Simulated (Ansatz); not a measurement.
Gd (Im-3m); free moments.

```xyz
1
Lattice="-2.0250 2.0250 2.0250 2.0250 -2.0250 2.0250 2.0250 2.0250 -2.0250" Properties=species:S:1:pos:R:3 pbc="T T T"
Gd    0.0000    0.0000    0.0000
```

Geometry: a structure as deposited in COD; nothing is relaxed.

Functional, mesh and filling: PBE, 11×11×11 k mesh, Fermi–Dirac smearing of 0.03 eV. LAPW is all-electron LAPW in Ansatz 0.2.0. Site moments are integrated in spheres about the atoms. Start moments (μB): Gd 7.4.

Iteration by iteration:

```
iteration  Harris–Foulkes energy less the last (meV)  density residual (eV)  M (μB)  ∫|m| (μB)
        1                                     97.479                2.0e-02  7.6714     7.6714
        2                                     91.322                1.5e-02  7.6963     7.6963
        3                                     26.241                2.9e-03  7.7071     7.7071
        4                                     16.095                2.2e-03  7.7098     7.7098
        5                                      3.409                8.1e-04  7.6874     7.6874
        6                                      0.106                1.5e-05  7.6640     7.6640
        7                                      0.004                6.6e-07  7.6565     7.6565
        8                                      0.001                3.1e-08  7.6549     7.6549
        9                                      0.000                4.2e-09  7.6541     7.6541
       10                                      0.000                2.4e-09  7.6540     7.6540
       11                                      0.000                3.6e-10  7.6539     7.6539
```

Site moments (μB): Gd 7.47. Cell moment 7.65 μB.

Without U a semilocal functional puts the f levels too near the Fermi level, which can change moments and the order of magnetic states; site and cell moments are spin moments. Spin–orbit coupling is left out although heavy atoms are present. With open f shells a run can end in a state that isn't the lowest. These are results for the start and cell typed. The real compound can order otherwise, in a larger cell, or not at all, since semilocal functionals at zero temperature often overstate magnetism.
